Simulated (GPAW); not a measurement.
# Sb (P2_1/m) in GPAW: notebook

Runs on Sb. Level: LDA. Tasks: band structure, equation of state.

Program: GPAW 26.7.0. These are calculated values, not measurements. Logs are shortened: lines on timing, memory, paths and dates and some standing lists are left out, and cuts for length are marked. The log counts tension as positive stress, the text compression.

## (1) The crystal as given

Symmetry: P2_1/m, No. 11, monoclinic system. The conventional cell has a = 4.528 Å, b = 4.421 Å, c = 6.500 Å, α = 90.00°, β = 101.72°, γ = 90.00°. Sb (site symmetry m) has 3 Sb at 2.92 to 2.98 Å as nearest neighbours. Sb (site symmetry m) is surrounded by 3 Sb at 2.92 to 2.98 Å.

This isn't the form of Sb at room conditions, which is rhombohedral.

## (2) Band structure, LDA

run.py reads:

```python
from ase import Atoms
from ase.dft.bandgap import bandgap
from ase.io import write
from ase.units import GPa
from gpaw import GPAW, PW

atoms = Atoms(['Sb', 'Sb', 'Sb', 'Sb'],
              cell=[[4.5277, 0.0, 0.0],
                    [0.0, 4.4211, 0.0],
                    [-1.320519, 0.0, 6.364348]],
              scaled_positions=[[0.33993, 0.25, 0.68367],
                                [0.936638, 0.75, 0.762758],
                                [0.063362, 0.25, 0.237242],
                                [0.66007, 0.75, 0.31633]],
              pbc=True)

calc = GPAW(mode=PW(600),
            xc='LDA',
            kpts={'size': (4, 4, 3), 'gamma': True},
            occupations={'name': 'fermi-dirac', 'width': 0.05},
            nbands=46,
            convergence={'density': 1e-05, 'energy': 1e-05},
            maxiter=150,
            txt='gpaw.txt')
atoms.calc = calc
energy = atoms.get_potential_energy()
forces = atoms.get_forces()
stress = atoms.get_stress()
calc.write('gs.gpw')
write('result.traj', atoms)
print(f'Energy: {energy:.6f} eV')
print('Forces (eV/A):')
print(forces.round(4))
print('Stress (GPa):', (stress / GPa).round(3))
print('Fermi level:', round(calc.get_fermi_level(), 4), 'eV')
print(f'Gap: {bandgap(calc)[0]:.4f} eV, direct: {bandgap(calc, direct=True)[0]:.4f} eV')

path = atoms.cell.bandpath('GYHCEM1AXH1,MDZ,YD', npoints=80, eps=1e-4)
bs_calc = calc.fixed_density(kpts=path, symmetry='off', nbands=71,
                             convergence={'bands': 'CBM+6.0', 'eigenstates': 1e-6}, txt='bands.txt')
bs = bs_calc.band_structure()
bs.write('bs.json')
print(f'Gap on the path: {bandgap(bs_calc)[0]:.4f} eV')
```

Potentials or basis: the program's PAW data sets (release 1.2.1) made for this functional, pw.

Command:

```sh
OMP_NUM_THREADS=1 python run.py
```

gpaw.txt:

```text
__  _  _
 | _ |_)|_||  |
 |__||  | ||/\| - 26.7.0

Input parameters:
  mode=PW(ecut=600.0),
  convergence={'density': 1e-05, 'energy': 1e-05},
  kpts=MonkhorstPack(size=(4, 4, 3), gamma=True),
  maxiter=150,
  nbands=46,
  occupations=Occupations(name='fermi-dirac', width=0.05),
  xc=XC(name='LDA')

Diagonalizing LCAO Hamiltonian
Converting LCAO to pw mode

                 Sb

         Sb
               Sb

       Sb

Atoms  # Å, Bohr magnetons
|   | symbol |         x |        y |        z |    initial magnetic moments |
|---|--------|-----------|----------|----------|-----------------------------|
| 0 |     Sb |  0.636302 | 1.105275 | 4.351114 | ( 0.0000,  0.0000,  0.0000) |
| 1 |     Sb |  3.233579 | 3.315825 | 4.854457 | ( 0.0000,  0.0000,  0.0000) |
| 2 |     Sb | -0.026398 | 1.105275 | 1.509891 | ( 0.0000,  0.0000,  0.0000) |
| 3 |     Sb |  2.570879 | 3.315825 | 2.013234 | ( 0.0000,  0.0000,  0.0000) |

Unit cell  # Å
| periodic |         x |        y |        z |  lengths |     angles |
|----------|-----------|----------|----------|----------|------------|
|      yes |  4.527700 | 0.000000 | 0.000000 | 4.527700 |  90.000000 |
|      yes |  0.000000 | 4.421100 | 0.000000 | 4.421100 | 101.721803 |
|      yes | -1.320519 | 0.000000 | 6.364348 | 6.499900 |  90.000000 |

Number of symmetries: 2
Symmetry operations  # r_c * U_cc + t_c -> r_c
|   | kind |            matrix            |
|---|------|------------------------------|
| 0 |  E   |  1, 0, 0,  0, 1, 0,  0, 0, 1 |
| 1 |  i   | -1, 0, 0,  0,-1, 0,  0, 0,-1 |

BZ-sampling:
  Number of BZ points: 48
  Number of IBZ points: 26

  Monkhorst-Pack size: [4, 4, 3]
  Monkhorst-Pack shift: [0.125, 0.125, 0.0]

K-points  # in reciprocal-cell coordinates
|     |                                coordinates |     weight |
|-----|--------------------------------------------|------------|
|   0 | (  0.00000000,   0.00000000,   0.00000000) | 0.02083333 |
|   1 | (  0.00000000,   0.00000000,   0.33333333) | 0.04166667 |
|   2 | (  0.00000000,   0.25000000,  -0.33333333) | 0.04166667 |
|   3 | (  0.00000000,   0.25000000,   0.00000000) | 0.04166667 |
|   4 | (  0.00000000,   0.25000000,   0.33333333) | 0.04166667 |
|   5 | (  0.00000000,   0.50000000,   0.00000000) | 0.02083333 |
|   6 | (  0.00000000,   0.50000000,   0.33333333) | 0.04166667 |
|   7 | (  0.25000000,  -0.25000000,  -0.33333333) | 0.04166667 |
|   8 | (  0.25000000,  -0.25000000,   0.00000000) | 0.04166667 |
|   9 | (  0.25000000,  -0.25000000,   0.33333333) | 0.04166667 |
| ... |                                            |            |
|  25 | (  0.50000000,   0.50000000,   0.33333333) | 0.04166667 |

Plane wave coefficients: 4284
Cutoff: 600.0 eV

Spin-components: 1 (collinear spins)
Bands:           46
Projectors:      24
Spin-degeneracy: 2
Datatype:        complex128

Parallelization:
  kpt:    1
  domain: 1
  band:   1

Density:
  Valence electrons: 60.0
  Components: 1
  Grid points: [27 25 40]
  Charge: 0.0  # |e|

Potential:
  Grid points: [27 25 40]

species:
  Sb:
    name:    Antimony
    Z:       51.0
    valence: 15
    core:    36
    charge:  0.0  # [|e|]
    compensation charges:
      type: gauss
      rc: 0.36  # [Å]
      lmax: 2
    cutoffs:
      filter: 2.23  # [Å]
      core: 2.23  # [Å]
    projectors
    | kind |    occ | energy [eV] | rcut [Å] |
    |------|--------|-------------|----------|
    |   5s |  2.000 |     -13.069 |    1.154 |
    |   5p |  3.000 |      -4.994 |    1.233 |
    |   4d | 10.000 |     -33.564 |    1.196 |
    |    s |        |      14.142 |    1.154 |
    |    p |        |      22.217 |    1.233 |
    |    d |        |      -6.353 |    1.196 |

    Using partial waves for Sb as LCAO basis

Reference energy: -704529.745224  # eV

eigensolver:
  PPCG
  Converge bands: occupied
  niter=2

density mixing:
  MSR1-Mixer
  Pratt-step length: 0.05
  Maximum mixing coefficient: 0.75
  Old densities: 10
  SVD Regularization: 0.005
  Good broyden scale: 1.0
  Trust region scale: 1.0
  Backstep threshold: 4.0
  History deletion threshold: 6.0
  Fourier metric: weight=20.0, sigma=0.015

occupation numbers:
  Fermi-Dirac:
    width: 0.0500  # eV

poisson solver:
  ecut: 4800.0  # eV

xc functional:
  name: None

convergence criteria:
- Maximum integral of absolute [dens]ity change: 1e-05 electrons / valence electron
- Maximum [total energy] change in last 3 cyles: 1e-05 eV / valence electron
- Maximum integral of absolute [eigenst]ate change: 4e-08 eV^2 / valence electron
maximum number of iterations: 150

SCF iterations
|iter     | |      energy | eigst |  dens |
|---------|-|-------------|-------|-------|
|iter:   1| |  -19.766305 | +0.69 |       |
|iter:   2| |  -19.949045 | -1.05 | -1.66 |
|iter:   3| |  -20.038352 | -1.47 | -1.70 |
|iter:   4| |  -19.933661 | -2.19 | -1.79 |
|iter:   5| |  -19.924617 | -3.11 | -2.10 |
|iter:   6| |  -19.908164 | -3.13 | -2.23 |
|iter:   7| |  -19.906441 | -3.89 | -2.64 |
|iter:   8| |  -19.906381 | -4.84 | -3.28 |
|iter:   9| |  -19.906382c| -5.96 | -4.07 |
|iter:  10| |  -19.906382c| -7.30 | -4.65 |
|iter:  11| |  -19.906382c| -8.10c| -5.24c|

Converged in 11 steps
Energy contributions relative to reference atoms: (reference = -704529.745224)

Energy contributions:
  Kinetic:         -11.536836
  Coulomb:           6.908904
  Zero:              0.753888
  External:          0.000000
  Xc:              -16.024876
  Entropy:          -0.014923
  Spinorbit:         0.000000
  ----------------------------
  Free energy:     -19.913844
  Extrapolated:    -19.906382

dipole moment: (-0.000001, -0.000002, -0.000003)  # |e|*Ang

Fermi level: 5.621
Eigenvalues  # (at kpt = [0.000, 0.000, 0.000])
| band index |      eig [eV] | occ [0-2] |
|------------|---------------|-----------|
|          0 |       -23.245 |     2.000 |
|        ... |               |           |
|         21 |        -4.057 |     2.000 |
|         22 |        -1.619 |     2.000 |
|         23 |        -0.666 |     2.000 |
|         24 |         1.543 |     2.000 |
|         25 |         2.383 |     2.000 |
|         26 |         3.040 |     2.000 |
[... 8 lines left out ...]
|         35 |         9.250 |     0.000 |
|         36 |         9.742 |     0.000 |
|        ... |               |           |
|         45 |        15.409 |     0.000 |

No gap
No difference between direct/indirect transitions

Forces  # eV/Ang
|        x |        y |        z |
|----------|----------|----------|
| -0.12337 |  0.00002 | -0.08085 |  # Sb   0
|  0.12558 | -0.00003 | -0.19237 |  # Sb   1
| -0.12558 |  0.00003 |  0.19237 |  # Sb   2
|  0.12337 | -0.00002 |  0.08085 |  # Sb   3

Stress tensor  # eV/Ang^3
|        x |         y |         z |
|----------|-----------|-----------|
| 0.025994 |  0.000000 |  0.000228 |
| 0.000000 |  0.023975 | -0.000000 |
| 0.000228 | -0.000000 |  0.020969 |

# Writing to gs.gpw (mode='')
```

It took 5.4 min on 1 thread of Arm Neoverse V2, shared host; peak memory 0.76 GiB.

What came out:

- Free energy: -19.9138 eV
- Pressure: -3.8 GPa
- Largest force: 0.230 eV/Å
- Band gap along the path: none (metal or under the smearing width)

Forces in eV/Å, atoms in the order of the input:
```
Sb  -0.123  0.000 -0.081
Sb   0.126  0.000 -0.192
Sb  -0.126  0.000  0.192
Sb   0.123  0.000  0.081
```

Levels at the corners of the path, in eV from the Fermi level:
```
point  band 26  band 27  band 28  band 29  band 30  band 31  band 32  band 33  band 34  band 35
    Γ    -3.24    -2.58    -1.96    -1.20     0.02     2.23     2.87     3.07     3.17     3.24
    Y    -2.84    -2.27    -1.94    -1.56    -1.40     0.79     2.04     2.36     3.12     4.05
    H    -1.69    -1.53    -0.90    -0.86    -0.49    -0.08     0.38     0.81     1.86     1.97
    C    -1.96    -1.58    -0.85    -0.72    -0.55    -0.16     0.90     1.20     1.37     1.81
    E    -4.91    -3.64    -3.64    -1.10    -1.10     2.09     2.09     3.74     3.74     4.75
   M1    -4.87    -3.39    -3.39    -1.32    -1.32     2.02     2.02     3.38     3.38     4.92
    A    -4.66    -3.31    -3.31    -2.11    -2.11     1.00     1.00     5.08     5.08     5.42
    X    -2.16    -1.91    -0.93    -0.72    -0.53     0.45     1.22     1.40     1.60     2.05
   H1    -1.69    -1.53    -0.90    -0.86    -0.49    -0.08     0.38     0.81     1.86     1.97
    M    -4.87    -3.39    -3.39    -1.32    -1.32     2.02     2.02     3.38     3.38     4.92
    D    -1.80    -1.45    -1.45    -0.68    -0.68     0.26     0.26     1.10     1.10     2.33
    Z    -3.41    -1.23    -1.23    -0.93    -0.93     0.56     0.56     1.46     1.46     3.84
    Y    -2.84    -2.27    -1.94    -1.56    -1.40     0.79     2.04     2.36     3.12     4.05
    D    -1.80    -1.45    -1.45    -0.68    -0.68     0.26     0.26     1.10     1.10     2.33
```

Caveat: spin-orbit coupling is left out, which moves the levels of the heavy elements.

## (3) Equation of state, LDA

run.py reads:

```python
from ase import Atoms
from ase.eos import EquationOfState
from ase.io import Trajectory
from ase.units import GPa
from gpaw import GPAW, PW

atoms = Atoms(['Sb', 'Sb', 'Sb', 'Sb'],
              cell=[[4.5277, 0.0, 0.0],
                    [0.0, 4.4211, 0.0],
                    [-1.320519, 0.0, 6.364348]],
              scaled_positions=[[0.33993, 0.25, 0.68367],
                                [0.936638, 0.75, 0.762758],
                                [0.063362, 0.25, 0.237242],
                                [0.66007, 0.75, 0.31633]],
              pbc=True)

traj = Trajectory('eos.traj', 'w')
volumes, energies = [], []
for x in [0.94, 0.96, 0.98, 1.0, 1.02, 1.04, 1.06]:
    a = atoms.copy()
    a.set_cell(atoms.cell * x**(1 / 3), scale_atoms=True)
    calc = GPAW(mode=PW(600),
                xc='LDA',
                kpts={'size': (4, 4, 3), 'gamma': True},
                occupations={'name': 'fermi-dirac', 'width': 0.05},
                nbands=46,
                convergence={'density': 1e-05, 'energy': 1e-05},
                maxiter=150,
                txt=f'eos-{x:.2f}.txt')
    a.calc = calc
    energies.append(a.get_potential_energy(force_consistent=True))
    volumes.append(a.get_volume())
    p = -a.get_stress()[:3].mean() / GPa
    calc.write(f'eos-{x:.2f}.gpw')
    traj.write(a)
    print(f'{x:.2f} {volumes[-1]:10.4f} A^3 {energies[-1]:14.6f} eV {p:9.3f} GPa', flush=True)

v0, e0, B = EquationOfState(volumes, energies, eos='birchmurnaghan').fit()
print(f'V0 = {v0:.4f} A^3, E0 = {e0:.6f} eV, B0 = {B / GPa:.2f} GPa')
```

Potentials or basis: the program's PAW data sets (release 1.2.1) made for this functional, pw.

Command:

```sh
OMP_NUM_THREADS=1 python run.py
```

Run time: 9.1 min. Hardware: 1 thread of Arm Neoverse V2, shared host; peak memory 0.72 GiB.

Results (log left out):

```
Equilibrium volume                        : 29.55 Å³/atom (rough: see the caveat)
Bulk modulus at fixed shape and positions : 60 GPa (rough)
```

Energy against volume, from the lowest point:
```
volume (Å³/atom)  energy (meV/atom)
          29.938               0.00
          30.575               5.31
          31.212              14.83
          31.849              28.06
          32.486              44.58
          33.123              64.01
          33.760              86.01
```

Caveat: the minimum lies outside the volumes run; the cell was scaled at fixed shape and fractional positions, which overstates the stiffness of a crystal with free parameters, most of all of layers and chains. The run has no spin-orbit coupling, so splittings on Sb are missing.
